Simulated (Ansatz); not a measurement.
# Si2Mo (I4/mmm): cell relaxations under several functionals in Python

Wanted for Si2Mo (I4/mmm): cell relaxations under several functionals.

Computed with Ansatz 0.2.0 through its Python package. The levels of theory stand in the script.

## Step 1: The structure

It takes space group I4/mmm (No. 139, tetragonal). The conventional cell has a = 3.200 Å, b = 3.200 Å, c = 7.861 Å, α = 90.00°, β = 90.00°, γ = 90.00°. Si (site symmetry 4mm) has 5 Si at 2.61 to 2.63 Å and 5 Mo at 2.62 Å as nearest neighbours. Mo (site symmetry 4/mmm) has 10 Si at 2.62 Å as nearest neighbours.

The script holds or builds the structure itself.

## Step 2: The code

The input, si2mo_lattice.py:

```python
import ansatz as az
import numpy as np

def edges_and_angles(cell):
    cell = np.asarray(cell)
    a, b, c = np.linalg.norm(cell, axis=1)
    cosines = cell[1] @ cell[2] / (b * c), cell[0] @ cell[2] / (a * c), cell[0] @ cell[1] / (a * b)
    return (a, b, c, *np.degrees(np.arccos(cosines)))

crystal = (
    az.Lattice.from_parameters(3.2, 3.2, 7.861, alpha=90, beta=90, gamma=90)
    .space_group(139, hermann_mauguin="I4/mmm")
    .atom("Si", (0.0, 0.0, 0.333))
    .atom("Mo", (0.0, 0.0, 0.0))
    .primitive()
)

base = (
    crystal.calculation()
    .kpoints(9, shift=0.5)
    .occupations(az.OccupationsMethod.FERMI_DIRAC, width=0.02)
    .scf(tolerance=1e-08, extra_bands=4)
    .mixing("broyden")
    .basis(10 * az.Ha, xc_grid=1)
    .relax(cell=True, force_tolerance=0.01, max_displacement=0.3)
)

levels = [("r2scan", "d4"), ("r2scan", "none"), ("rpbe", "none")]
print("level            a       b       c    alpha   beta  gamma  V/atom  steps")
for name, dispersion in levels:
    seen = []
    run = base.functional(name, dispersion=dispersion).session().plan()
    outcome = run.execute(on_event=lambda e: seen.append(e) if e["event"] == "relax_step" else None)
    cell = outcome.lattice.cell_ang
    label = name if dispersion == "none" else f"{name}+{dispersion}"
    print("{:13s} {:7.4f} {:7.4f} {:7.4f} {:6.2f} {:6.2f} {:6.2f}".format(label, *edges_and_angles(cell)), f"{abs(np.linalg.det(cell)) / len(outcome.lattice.sites):7.3f} {len(seen):5d}")
```

## Step 3: Launch

Run with:

```bash
python si2mo_lattice.py
```

**Question.** Rank the levels of theory by the volume of the relaxed cell.

The runs gave:

| quantity | value |
| --- | --- |
| runs compared | 3 |
| Si2Mo (run 1): relaxed volume, space group | 13.30 Å³/atom, I4/mmm |
| Si2Mo (run 2): relaxed volume, space group | 13.42 Å³/atom, I4/mmm |
| Si2Mo (run 3): relaxed volume, space group | 13.82 Å³/atom, I4/mmm |

Runs 1, 2, 3: each has a cutoff under the recommended one, so what rests on them isn't a property of the system. From smallest to largest: r2SCAN+D4 (13.30 Å³ an atom, -0.9 % against the start), r2SCAN (13.42 Å³ an atom, +0.0 % against the start) and RPBE (13.82 Å³ an atom, +3.0 % against the start). The spread is 3.9 % in volume. Notes:
- The cutoff lies under the one recommended for these potentials.
- The mesh is modest for a metal, so energies can be off by several to tens of meV an atom and pressures by half a GPa or more; differences at equal mesh fare better.
- Edges and angles that the script prints are those of the cell as typed, here a primitive one.
- xc_grid=1 is under the default for a meta-GGA and makes forces and stresses depend on the grid.
